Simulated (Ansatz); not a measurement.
# Ga2O3: the cost of one run

Method: DFT PBE, scalar-relativistic, plane waves, PAW, in Ansatz 0.2.0.

4 further runs of the same task are left out: 1 that didn't finish, 3 set aside as unsound or not needed.

## (1) The structure to begin with

The cell holds 40 atoms (Ga16O23S): a = 7.639 Å, b = 7.757 Å, c = 8.519 Å, α = 72.52°, β = 75.43°, γ = 67.19°.

The coordinates of this cell stand in the input of its own run.

The host was relaxed before at PBE: a = 12.454 Å, b = 3.083 Å, c = 5.878 Å, α = 90.00°, β = 103.70°, γ = 90.00° (conventional cell), 10.964 Å³/atom.

Places, in fractions of the supercell: S in place of O at (0.500, 0.492, 0.756). The start keeps the symmetry of the ideal site.

## (2) Band edges of the host over the zone

Contents of input.yaml:

```yaml
crystal:
  lattice:
    - [6.2270640138, -1.5416333701, 0.0062293264]
    - [6.2270640138, 1.5416333701, 0.0062293264]
    - [-1.397971149, 0.0, 5.7089228514]
  atoms:
    - { symbol: Ga, position: [0.3414968574, 0.3414968574, 0.6858235542] }
    - { symbol: Ga, position: [0.6585031426, 0.6585031426, 0.3141764458] }
    - { symbol: Ga, position: [0.9100739588, 0.9100739588, 0.2052722589] }
    - { symbol: Ga, position: [0.0899260412, 0.0899260412, 0.7947277411] }
    - { symbol: O, position: [0.5039749256, 0.5039749256, 0.743311173] }
    - { symbol: O, position: [0.4960250744, 0.4960250744, 0.256688827] }
    - { symbol: O, position: [0.8263039782, 0.8263039782, 0.4356635088] }
    - { symbol: O, position: [0.1736960218, 0.1736960218, 0.5643364912] }
    - { symbol: O, position: [0.1635085073, 0.1635085073, 0.1092008536] }
    - { symbol: O, position: [0.8364914927, 0.8364914927, 0.8907991464] }
basis:
  ecutwfc: 420
  xc_grid: 2
kpoints:
  mp_grid: { grid: [8, 8, 4] }
  band_path: { path: [VBM, CBM], npoints: 2 }
hamiltonian:
  xc: pbe
scf:
  occupations: { method: gaussian, width: 0.02 }
output:
  forces: true
  stress: true
  eigenvalues: true
```

Run with:

```console
$ ansatz run input.yaml --threads 8 --pin off --max-ram 16384MiB --backend cpu --events-out ev --progress --plain --runs-dir out
```

Q: Estimate wall time and peak memory on 8 threads of Arm Neoverse V1, shared host.

About 14 s, with a peak of 0.78 GiB.
